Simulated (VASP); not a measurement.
Crystal: La2O3.

```xyz
5
Lattice="6.3703 0.0000 0.0000 -3.1851 5.5168 0.0000 0.0000 0.0000 3.2899" Properties=species:S:1:pos:R:3 pbc="T T T"
La    3.1851    1.8389    1.6387
La    0.0000    3.6779    1.6512
O     3.2145    0.0000    0.0000
O    -1.6072    2.7838    0.0000
O     1.5779    2.7330    0.0000
```

The cell comes from a database or a generator and needn't be the stable form of this composition.

| Quantity | Value |
| --- | --- |
| Program | VASP 6.6.1 |
| Task | single point |
| Functional | PBE |
| Potentials or basis | VASP PAW PBE potentials, release 64 (La, O) |
| Cutoff | 520 eV |
| k mesh | 5 × 5 × 8 |
| Occupations | fermi-dirac, width 0.05 eV |
| Spin | no spin polarisation |

On this cell: pressure -0.3 GPa; largest force 0.036 eV/Å; band gap on the k mesh 1.64 eV, indirect (least direct gap 2.08 eV).

The same run follows on a disturbed copy (atoms moved at random, drawn with an rms of 0.05 Å):

```
CELL_PARAMETERS angstrom
6.37027 0.00000 0.00000
-3.18514 5.51682 0.00000
0.00000 0.00000 3.28989
ATOMIC_POSITIONS crystal
La 0.66316 0.31879 0.50856
La 0.33562 0.67415 0.49681
O 0.49849 0.99497 0.01182
O 0.99632 0.50477 0.99464
O 0.49628 0.49969 0.99646
```

Problem. What changes?

Solution. The energy moves by +18.4 meV/atom; pressure -0.1 GPa; largest force 1.387 eV/Å; band gap on the k mesh 1.63 eV, indirect (least direct gap 2.03 eV).

Forces on the atoms (eV/Å):
```
La  -0.385  1.332 -0.012
La   0.182 -1.184  0.065
O    0.045  0.225 -0.135
O    0.054 -0.216  0.058
O    0.104 -0.157  0.025
```

Stress tensor (GPa, compression positive):
```
-2.26  0.61  0.04
 0.61  2.12 -0.09
 0.04 -0.09 -0.07
```

Caveats: spin-orbit coupling is left out, which moves the levels of the heavy elements; an odd mesh through Γ misses points on the zone boundary, where band edges often lie.
